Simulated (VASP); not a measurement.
# MoS2 in VASP: Born charges and dielectric tensor with LDA

Aim: the Born charges and dielectric tensor of MoS2 with LDA.

Everything below comes from runs of VASP 6.6.1. Logs are shortened: lines on timing, memory, paths and dates and some standing lists are left out, and cuts for length are marked.

## (1) Starting point

The cell holds a slab with vacuum, 9 atoms: a = 3.123 Å, b = 3.123 Å, c = 26.604 Å, α = 90.00°, β = 90.00°, γ = 120.00°.

## (2) Born charges and dielectric tensor, LDA

Contents of INCAR:

```
SYSTEM = MoS2
PREC = Accurate ; ENCUT = 600
EDIFF = 1E-8 ; ISMEAR = 0
SIGMA = 0.02 ; LREAL = .False.
LASPH = .True. ; NELM = 100
ALGO = Normal ; ISIF = 2
LWAVE = .False. ; LCHARG = .False.
GGA = CA ; LEPSILON = .True.
IBRION = 8 ; NSW = 1
```

Contents of KPOINTS:

```
regular mesh
0
Gamma
  9 9 1
  0 0 0
```

Contents of POSCAR:

```
MoS2
1.0
    3.1227200000      0.0000000000      0.0000000000
   -1.5613600000      2.7043600000      0.0000000000
    0.0000000000      0.0000000000     26.6044100000
Mo S
3 6
Direct
    0.6666700000      0.3333300000      0.0000000000
    0.3333300000      0.6666700000      0.7731500000
    0.3333300000      0.6666700000      0.2268500000
    0.3333300000      0.6666700000      0.0584400000
    0.6666700000      0.3333300000      0.8316000000
    0.6666700000      0.3333300000      0.2851900000
    0.3333300000      0.6666700000      0.9415600000
    0.6666700000      0.3333300000      0.7148100000
    0.6666700000      0.3333300000      0.1684000000
```

Potentials or basis: VASP PAW LDA potentials, release 64 (Mo, S).

Command:

```
cat potpaw_LDA.64/Mo/POTCAR potpaw_LDA.64/S/POTCAR > POTCAR
mpirun -np 1 vasp_std > vasp.out
```

OUTCAR:

```text
SYSTEM = MoS2
   PREC = Accurate
   ENCUT = 600
   EDIFF = 1E-8
   ISMEAR = 0
   LREAL = .False.
   LASPH = .True.
   NELM = 100
   ISIF = 2
   GGA = CA
   LEPSILON = .True.
   IBRION = 8
   NSW = 1

 ion  position               nearest neighbor table
   1  0.667  0.333  0.000-   4 2.38   7 2.38   4 2.38   7 2.38   4 2.38   7 2.38
   2  0.333  0.667  0.773-   8 2.38   8 2.38   8 2.38   5 2.38   5 2.38   5 2.38
   3  0.333  0.667  0.227-   6 2.38   6 2.38   6 2.38   9 2.38   9 2.38   9 2.38
   4  0.333  0.667  0.058-   1 2.38   1 2.38   1 2.38
   5  0.667  0.333  0.832-   2 2.38   2 2.38   2 2.38
   6  0.667  0.333  0.285-   3 2.38   3 2.38   3 2.38
   7  0.333  0.667  0.942-   1 2.38   1 2.38   1 2.38
   8  0.667  0.333  0.715-   2 2.38   2 2.38   2 2.38
   9  0.667  0.333  0.168-   3 2.38   3 2.38   3 2.38

  LATTYP: Found a hexagonal cell.
 ALAT       =     3.1227200000
 C/A-ratio  =     8.5196271199

  Lattice vectors:

 A1 = (   3.1227200000,   0.0000000000,   0.0000000000)
 A2 = (  -1.5613600000,   2.7043600000,   0.0000000000)
[... 1217 lines left out ...]
  5Z     0.001282   -0.000740    0.086114   -0.005213    0.003010   16.116452    0.001277   -0.000738   -0.011432    0.006218   -0.003590    0.025277    0.003679   -0.002124  -18.568810    0.002157   -0.001245    0.033377   -0.005822    0.003361    0.217535   -0.002080    0.001201    2.130915   -0.001498    0.000865   -0.029427
  6X    -0.005132    0.000802   -0.000165    0.009850   -0.000657    0.000001   11.170785    0.000541   -0.000624   -0.013059    0.000571   -0.000234    0.002716    0.000146   -0.000033  -10.689501   -0.000546    0.001357    0.002296    0.000184   -0.000205    0.002662   -0.000245   -0.000079   -0.480616   -0.000795   -0.000018
  6Y     0.000802   -0.004206    0.000095   -0.000657    0.009092   -0.000001    0.000541   11.171451    0.000360    0.000571   -0.012400    0.000135    0.000146    0.002884    0.000019   -0.000546  -10.690172   -0.000784    0.000184    0.002508    0.000119   -0.000245    0.002379    0.000046   -0.000795   -0.481536    0.000010
  6Z     0.000851   -0.000491   -0.015733    0.001161   -0.000670   -0.005472   -0.005011    0.002893   16.501782   -0.002333    0.001347    0.014332   -0.000084    0.000048    0.025273   -0.001383    0.000798  -18.626827    0.003616   -0.002088    0.005665    0.001991   -0.001150   -0.021748    0.001191   -0.000688    2.122730
  7X    10.939348   -0.001684   -0.000845    0.068876    0.000592    0.000230   -0.004866    0.000380    0.000252   -0.456822    0.000307   -0.000621    0.064710    0.000030    0.000849    0.002592   -0.000376   -0.000012  -10.588462    0.000081   -0.000170   -0.012336    0.000693   -0.000287   -0.013041   -0.000022    0.000604
  7Y    -0.001684   10.937444    0.000488    0.000592    0.069559   -0.000133    0.000380   -0.004426   -0.000145    0.000307   -0.456469    0.000358    0.000030    0.064744   -0.000490   -0.000376    0.002158    0.000007    0.000081  -10.588409    0.000098    0.000693   -0.011535    0.000166   -0.000022   -0.013067   -0.000349
  7Z     0.002938   -0.001696   16.097607   -0.001617    0.000934    0.094133   -0.000651    0.000376   -0.015450    0.000530   -0.000306    2.105805    0.001542   -0.000890    0.214534   -0.001055    0.000609    0.011640    0.000374   -0.000216  -18.550009   -0.001636    0.000945    0.020195   -0.000424    0.000245    0.021544
  8X    -0.005132    0.000802    0.000165   11.170785    0.000541    0.000624    0.009850   -0.000657   -0.000001    0.002296    0.000184    0.000205   -0.480616   -0.000795    0.000018    0.002662   -0.000245    0.000079   -0.013059    0.000571    0.000234  -10.689501   -0.000546   -0.001357    0.002716    0.000146    0.000033
  8Y     0.000802   -0.004206   -0.000095    0.000541   11.171451   -0.000360   -0.000657    0.009092    0.000001    0.000184    0.002508   -0.000119   -0.000795   -0.481536   -0.000010   -0.000245    0.002379   -0.000046    0.000571   -0.012400   -0.000135   -0.000546  -10.690172    0.000784    0.000146    0.002884   -0.000019
  8Z    -0.000851    0.000491   -0.015733    0.005011   -0.002893   16.501782   -0.001161    0.000670   -0.005472   -0.003616    0.002088    0.005665   -0.001191    0.000688    2.122730   -0.001991    0.001150   -0.021748    0.002333   -0.001347    0.014332    0.001383   -0.000798  -18.626827    0.000084   -0.000048    0.025273
  9X     0.068528    0.000713    0.000194    0.010539   -0.000549    0.000012   10.926821    0.000523    0.000842    0.063974    0.000269    0.000358    0.003760    0.000038    0.000224   -0.480621   -0.000776   -0.000221   -0.014030   -0.000026   -0.000153    0.002300    0.000422    0.000066  -10.581271   -0.000614   -0.001322
  9Y     0.000713    0.069352   -0.000112   -0.000549    0.009905   -0.000007    0.000523   10.927467   -0.000486    0.000269    0.064285   -0.000206    0.000038    0.003804   -0.000130   -0.000776   -0.481519    0.000128   -0.000026   -0.014061    0.000088    0.000422    0.002787   -0.000038   -0.000614  -10.582020    0.000763
  9Z    -0.001282    0.000740    0.086114   -0.001277    0.000738   -0.011432    0.005213   -0.003010   16.116452    0.005822   -0.003361    0.217535    0.001498   -0.000865   -0.029427    0.002080   -0.001201    2.130915   -0.006218    0.003590    0.025277   -0.002157    0.001245    0.033377   -0.003679    0.002124  -18.568810

 Eigenvectors and eigenvalues of the dynamical matrix
   1 f  =   14.442794 THz    90.746750 2PiTHz  481.759746 cm-1    59.730569 meV
   2 f  =   14.437039 THz    90.710593 2PiTHz  481.567796 cm-1    59.706770 meV
   3 f  =   14.369298 THz    90.284959 2PiTHz  479.308173 cm-1    59.426613 meV
   4 f  =   12.589233 THz    79.100481 2PiTHz  419.931599 cm-1    52.064859 meV
   5 f  =   12.584330 THz    79.069678 2PiTHz  419.768068 cm-1    52.044584 meV
   6 f  =   12.508959 THz    78.596107 2PiTHz  417.253958 cm-1    51.732874 meV
[... 16 lines left out ...]
  23 f  =    0.544260 THz     3.419689 2PiTHz   18.154572 cm-1     2.250879 meV
  24 f  =    0.539551 THz     3.390097 2PiTHz   17.997471 cm-1     2.231401 meV
  25 f/i=    0.000553 THz     0.003474 2PiTHz    0.018445 cm-1     0.002287 meV
  26 f/i=    0.000692 THz     0.004347 2PiTHz    0.023075 cm-1     0.002861 meV
  27 f/i=    0.001394 THz     0.008757 2PiTHz    0.046489 cm-1     0.005764 meV

 MACROSCOPIC STATIC DIELECTRIC TENSOR IONIC CONTRIBUTION
 ------------------------------------------------------
           0.164871    -0.000085    -0.000000
          -0.000085     0.164774    -0.000000
          -0.000000    -0.000000     0.011570
 ------------------------------------------------------

 ELASTIC MODULI CONTR FROM IONIC RELAXATION (kBar)
 Direction    XX          YY          ZZ          XY          YZ          ZX
 --------------------------------------------------------------------------------
 XX        -354.4592   -235.6720   -801.1449    -59.3423      0.0000      0.0000
 YY        -235.6720   -354.4329   -801.1570     59.3677      0.0000     -0.0000
 ZZ        -801.1449   -801.1570  -2215.0189     -0.0079      0.0000      0.0000
 XY         -59.3423     59.3677     -0.0079  -1274.1491      0.0000     -0.0000
 YZ          -0.0000      0.0000      0.0000      0.0000  -1136.0923      0.3224
 ZX           0.0000     -0.0000      0.0000     -0.0000      0.3224   -942.5778
 --------------------------------------------------------------------------------

 PIEZOELECTRIC TENSOR IONIC CONTR  for field in x, y, z        (C/m^2)
          XX          YY          ZZ          XY          YZ          ZX
  --------------------------------------------------------------------------------
  x     0.00019     0.00036     0.00047     0.02362    -0.00000     0.00000
  y     0.02927    -0.02959    -0.00027    -0.01033    -0.00000     0.00000
  z     0.00000     0.00000    -0.00000     0.00000     0.00389    -0.00612
```

stdout:

```text
POSCAR found type information on POSCAR MoS
 POSCAR found :  2 types and       9 ions
 scaLAPACK will be used
 LDA part: xc-table for (Slater(with rela. corr.)+CA(PZ))
 , standard interpolation
 POSCAR, INCAR and KPOINTS ok, starting setup
 FFT: planning ... GRIDC
 FFT: planning ... GRID_SOFT
 FFT: planning ... GRID
[... 57 lines left out ...]
 first order change of Fermi-energy  -0.63433E+00
 force on displaced ion       5 direction 3 :   0.004  -0.002 -18.569
 Born effective charge ion    5 direction 3 :   0.001  -0.001   0.133
 Linear response progress:
 first order change of Fermi-energy   0.19268E-03
 force on displaced ion       6 direction 1 : -10.690  -0.001   0.001
 Born effective charge ion    6 direction 1 :   0.627   0.000  -0.000
 Linear response progress:
 first order change of Fermi-energy  -0.13459E+00
 force on displaced ion       6 direction 3 :  -0.001   0.001 -18.627
 Born effective charge ion    6 direction 3 :   0.001  -0.000   0.103
 Born effective charges drift removed
 Linear response finished
```

Run time: 1.7 h. Hardware: 1 thread of Intel Xeon 6975P-C (Granite Rapids), shared host; peak memory 1.1 GiB.

What came out:

```
Band gap on the k mesh                                  : 1.06 eV, indirect (least direct gap 1.79 eV)
Electronic dielectric tensor (diagonal)                 : 10.65, 10.65, 2.41
Born charges (mean of the diagonal)                     : Mo -0.93, -0.91; S +0.46, +0.43, +0.50 e
Highest phonon frequency at Γ, LO-TO splitting left out : 482 cm⁻¹
```

Levels at points of the mesh, in eV from the valence-band top:
| k point | band 24 | band 25 | band 26 | band 27 | band 28 | band 29 | band 30 | band 31 |
| --- | --- | --- | --- | --- | --- | --- | --- | --- |
| (0.00, 0.00, 0.00) | -1.67 | -1.05 | -0.34 | 0.00 | 2.29 | 2.29 | 2.31 | 2.32 |

Phonon frequencies in cm⁻¹ (negative: imaginary):
```csv
q point,frequencies
"(0.000, 0.000, 0.000)",0 0 0 18 18 28 31 31 48 292 292 293 293 294 294 394 394 396 396 396 396 417 420 420 479 482 482
```

Electronic dielectric tensor:
```
10.65  0.00  0.00
 0.00 10.65  0.00
 0.00  0.00  2.41
```

Born effective charge tensors (e):
atom 1, Mo
```
-1.22  0.00  0.00
 0.00 -1.22  0.00
 0.00  0.00 -0.35
```
atom 2, Mo
```
-1.23  0.00  0.00
 0.00 -1.23  0.00
 0.00  0.00 -0.28
```
atom 3, Mo
```
-1.23  0.00  0.00
 0.00 -1.23  0.00
 0.00  0.00 -0.28
```
atom 4, S
```
 0.61  0.00  0.00
 0.00  0.61  0.00
 0.02 -0.01  0.14
```
atom 5, S
```
 0.60  0.00  0.00
 0.00  0.60  0.00
 0.01 -0.01  0.07
```
atom 6, S
```
0.63 0.00 0.00
0.00 0.63 0.00
0.01 0.00 0.24
```
atom 7, S
```
 0.61  0.00  0.00
 0.00  0.61  0.00
-0.02  0.01  0.14
```
atom 8, S
```
 0.63  0.00  0.00
 0.00  0.63  0.00
-0.01  0.00  0.24
```
atom 9, S
```
 0.60  0.00  0.00
 0.00  0.60  0.00
-0.01  0.01  0.07
```

As with any semilocal functional, this LDA gap is likely too small.
